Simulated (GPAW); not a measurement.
# GaN in GPAW: convergence with k mesh

Input of the first run (k mesh 3 × 3 × 2); the others differ in this setting and in those tied to it:

run.py

```python
import json
import numpy as np
from ase.dft.bandgap import bandgap
from ase.io import write
from ase.spacegroup import crystal
from gpaw import GPAW, PW
from gpaw.response.g0w0 import G0W0

# Ga 2b
# N 2b
atoms = crystal(['Ga', 'N'],
                basis=[[0.6666666667, 0.3333333333, 0.5],
                       [0.6666666667, 0.3333333333, 0.875]],
                spacegroup=186, setting=1,  # P6_3mc
                cellpar=[3.18, 3.18, 5.166, 90.0, 90.0, 120.0],
                primitive_cell=True)

calc = GPAW(mode=PW(550),
            xc='PBE',
            kpts={'size': (3, 3, 2), 'gamma': True},
            occupations={'name': 'fermi-dirac', 'width': 0.001},
            nbands=18,
            convergence={'density': 1e-06},
            maxiter=150,
            txt='gpaw.txt')
atoms.calc = calc
energy = atoms.get_potential_energy()
calc.write('gs.gpw')
write('result.traj', atoms)
print(f'Energy: {energy:.6f} eV')
print('Fermi level:', round(calc.get_fermi_level(), 4), 'eV')
print(f'Gap: {bandgap(calc)[0]:.4f} eV, direct: {bandgap(calc, direct=True)[0]:.4f} eV')

calc.diagonalize_full_hamiltonian(nbands=77)
calc.write('full.gpw', mode='all')

ibz = calc.get_ibz_k_points()
gap, vbm, cbm = bandgap(calc, output=None)
gap, direct, _ = bandgap(calc, direct=True, output=None)
gamma = int(np.abs(ibz).sum(1).argmin())
kpts = sorted({gamma, vbm[1], cbm[1], direct[1]})
gw = G0W0(calc='full.gpw',
          filename='gw',
          ecut=80,
          ecut_extrapolation=False,
          relbands=(-1, 1),
          kpts=kpts,
          integrate_gamma='1BZ',
          nbands=73,
          ppa=True)
gw.calculate()
results = {mode: {key: np.asarray(r[key]).tolist() for key in ['f', 'eps', 'vxc', 'exx', 'sigma', 'Z', 'qp', 'sigma_eskn']}
           for mode, r in gw.all_results.items()}
json.dump({'kpts': ibz[kpts].tolist(), 'results': results}, open('gw.json', 'w'))
for mode, r in results.items():
    f, qp = np.array(r['f']), np.array(r['qp'])
    print(mode, 'quasiparticle energies (eV):')
    print(qp.round(3))
    print(mode, 'gap:', round(qp[f < 0.5].min() - qp[f > 0.5].max(), 4), 'eV')
```

Potentials or basis: GPAW PAW data sets (gpaw-data 1.2.1), pw.

Launch:

```bash
$ OMP_NUM_THREADS=1 python run.py
```

Hardware: 1 thread of AMD EPYC 7B13 (Zen 3) (shared host).

**Question.** The values tried are 3 × 3 × 2, 4 × 4 × 2, 5 × 5 × 3, 6 × 6 × 3, 7 × 7 × 4, loosest first. From which on does the quasiparticle gap at the points computed stay within 0.05 eV of the tightest run that finished?

**Answer.** From 5 × 5 × 3 on.

| k mesh | energy less the tightest run, at zero smearing (meV/atom) | gap on the mesh (eV) | quasiparticle gap at the points computed (eV) | SCF cycles | CPU time (s) | peak memory (GiB) |
| --- | --- | --- | --- | --- | --- | --- |
| 3 × 3 × 2 | 75.71 | 1.983 | 3.070 | 12 | 140 | 0.36 |
| 4 × 4 × 2 | 16.25 | 2.011 | 3.083 | 12 | 190 | 0.35 |
| 5 × 5 × 3 | 3.57 | 2.017 | 3.314 | 12 | 300 | 0.43 |
| 6 × 6 × 3 | 1.33 | 2.020 | 3.266 | 12 | 450 | 0.41 |
| 7 × 7 × 4 | 0.00 | 2.021 | 3.274 | 12 | 880 | 0.55 |

Against the tightest run, the gap on the mesh stays within 0.01 eV from 5 × 5 × 3 on. Not settled before the last step: the energy (to 1 meV/atom). Meshes of other sizes hit other points, so gaps and Fermi surfaces needn't settle smoothly. The tightest run that finished is the yardstick and may itself not be fully converged.

Caveat, for the tightest run too: the quasiparticle gap is taken among the few k points that were corrected; the long-wavelength limit can be off by a per cent or two.
